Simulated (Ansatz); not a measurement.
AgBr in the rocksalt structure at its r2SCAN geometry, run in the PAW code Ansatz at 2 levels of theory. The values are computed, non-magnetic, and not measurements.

The PBE+SOC input:
```yaml
crystal:
  lattice:
    - [0.0, 2.892733352, 2.892733352]
    - [2.892733352, 0.0, 2.892733352]
    - [2.892733352, 2.892733352, 0.0]
  atoms:
    - { symbol: Ag, position: [0.0, 0.0, 0.0] }
    - { symbol: Br, position: [0.5, 0.5, 0.5] }
kpoints:
  mp_grid: { grid: [8, 8, 8] }
  band_path:
    path:
      - [0.0, 0.0, 0.0]
      - [0.5, 0.0, 0.5]
      - [0.625, 0.25, 0.625]
      - [0.375, 0.375, 0.75]
      - [0.5, 0.5, 0.5]
      - [0.5, 0.25, 0.75]
    npoints: 1
hamiltonian:
  xc: pbe
scf:
  occupations: { method: fermi_dirac, width: 0.02 }
  n_extra_bands: 8
magnetization:
  noncollinear: true
  spin_orbit: true
output:
  forces: true
  stress: true
  eigenvalues: true
```

Main results, then, where recorded, the levels near the gap in eV from the Fermi energy (columns number the bands from 0), one row a point of the path (Γ, X, U, K, L, W):
```
Crystal: 2 atoms, lattice volume = 48.412 Å³
Symmetry: 48 space group operations + 48 with time reversal
Magnetic group: BNS 225.117 (UNI 1619)
```
```
Basis set: ecut = 420 eV, 941 PW (Γ)
k-points: 29 of 512
SCF converged after 7 iterations
Free energy (F): -10377.064295 eV
Fermi energy:    8.212653 eV
--- Stress (GPa, compression-positive) ---
        1.183700       0.000000       0.000000
        0.000000       1.183700       0.000000
        0.000000       0.000000       1.183700
  P = ⅓ Tr σ = 1.1837 GPa (11.837 kbar)
```
```tsv
band_16	band_17	band_18	band_19	band_20	band_21	band_22	band_23	band_24	band_25	band_26	band_27	band_28	band_29	band_30	band_31
-2.885	-2.885	-2.885	-2.885	-2.617	-2.617	-2.069	-2.069	-2.069	-2.069	0.282	0.282	9.508	9.508	9.508	9.508
-3.021	-3.021	-2.956	-2.956	-2.881	-2.881	-2.527	-2.527	-2.427	-2.427	1.254	1.254	6.706	6.706	8.568	8.568
-3.028	-3.028	-2.855	-2.855	-2.441	-2.441	-2.252	-2.252	-1.530	-1.530	2.584	2.584	6.432	6.432	7.797	7.797
-3.028	-3.028	-2.855	-2.855	-2.441	-2.441	-2.252	-2.252	-1.530	-1.530	2.584	2.584	6.432	6.432	7.797	7.797
-2.883	-2.883	-2.814	-2.814	-2.369	-2.369	-0.456	-0.456	-0.310	-0.310	3.396	3.396	6.061	6.061	6.304	6.304
-3.006	-3.006	-2.726	-2.726	-2.480	-2.480	-2.412	-2.412	-1.829	-1.829	3.355	3.355	6.722	6.722	7.235	7.235
```

The PBE+SOC gap is indirect, 0.59 eV (L to Γ), below the direct gap of 2.35 eV at Γ.

Q: Another run on the same cell gave
```
Basis set: ecut = 420 eV, 941 PW (Γ)
k-points: 16 of 216
hybrid outer 1: dexx = +1.562e-2 eV, tail = 2.91e-5 eV
hybrid outer 2: dexx = +7.361e-7 eV, tail = 2.87e-8 eV, Δε = 1.69e-3 eV
hybrid SCF converged: 2 outer / 10 inner (+2 warm-up)
Free energy (F): -10379.042581 eV
Fermi energy:    6.536761 eV
--- Stress (GPa, compression-positive) ---
        0.859172       0.000000       0.000000
        0.000000       0.859172       0.000000
        0.000000       0.000000       0.859172
  P = ⅓ Tr σ = 0.8592 GPa (8.592 kbar)
```
```tsv
band_8	band_9	band_10	band_11	band_12	band_13	band_14	band_15
-3.293	-3.293	-1.749	-1.749	-1.749	2.692	12.064	12.064
-2.907	-2.907	-2.824	-2.707	-2.707	3.792	9.007	11.264
-3.125	-2.954	-2.620	-2.303	-1.275	5.152	8.899	10.383
-3.125	-2.954	-2.620	-2.303	-1.275	5.152	8.899	10.383
-3.006	-3.006	-2.516	0.000	0.000	5.721	8.961	8.961
-2.914	-2.907	-2.604	-2.604	-1.588	5.959	9.382	9.761
```
Which level of theory and mesh gave it?

A: It is PBE0, judged by the exchange loop and the size of the gap (a near hybrid could fit too), on 6×6×6; the blocks that differ from the first input, but for the band path:
```yaml
kpoints:
  mp_grid: { grid: [6, 6, 6] }
hamiltonian:
  xc: pbe0
scf:
  occupations: { method: fixed }
  n_extra_bands: 4
```
(magnetization left out)
PBE0 gives an indirect gap of 2.69 eV, from L to Γ; the least direct gap is 4.44 eV at Γ. At this geometry PBE0 finds +0.9 GPa, compression counted positive: its own equilibrium volume is larger. (The program warns that its thresholds are loose for a hybrid's stress.)

Small level splittings and stresses of the hybrids carry the error of their coarser meshes.

Totals of different functionals, or with and without spin-orbit coupling, can't be compared.

Only the levels marked +SOC include spin-orbit coupling.

The meshes of the hybrids are coarse, so their gaps aren't converged to the digits shown.
